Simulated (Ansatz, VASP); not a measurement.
One calculation of SiC, two programs

```xyz
6
Lattice="2.9472 0.0000 0.0000 -1.4736 2.5524 0.0000 0.0000 0.0000 6.4545" Properties=species:S:1:pos:R:3 pbc="T T T"
Si   -0.7368    1.2762    1.0758
Si    0.7368    1.2762    5.3788
Si    1.4736    0.0000    3.2273
C     0.7368    1.2762    2.1515
C     1.4736    0.0000    0.0000
C    -0.7368    1.2762    4.3030
```

Alike in both runs: task relaxation of cell and atoms; functional PBE; k mesh 6 × 6 × 4; occupations gaussian, width 0.1 eV; no spin polarisation.

|  | VASP | Ansatz |
| --- | --- | --- |
| version | VASP 6.6.1 | Ansatz 0.2.0 |
| potentials or method | VASP PAW PBE potentials, release 64 (Si, C) | scalar-relativistic, plane waves, PAW |
| plane-wave cutoff (eV) | 600 | 420 |
| valence electrons in the cell | 24 | 24 |

VASP gave:

```
gap on the k mesh at the Fermi level, each at its own relaxed structure (eV) : 0.87
relaxed volume (Å³/atom)                                                     : 9.69
relaxed cell length with the largest relative difference (Å)                 : 3.084
energy change over the relaxation (meV/atom)                                 : -288
```

Task: What did Ansatz give for the same quantities?

Result: gap on the k mesh at the Fermi level, each at its own relaxed structure (eV): 0.88; relaxed volume (Å³/atom): 9.70; relaxed cell length with the largest relative difference (Å): 3.086; energy change over the relaxation (meV/atom): -290.

Caveats: the volume moved by over 15 % at a fixed basis, so the end points are rough (VASP). A k mesh can miss the band edges. Expect the measured gap to be larger: semilocal functionals such as PBE lack the derivative discontinuity.
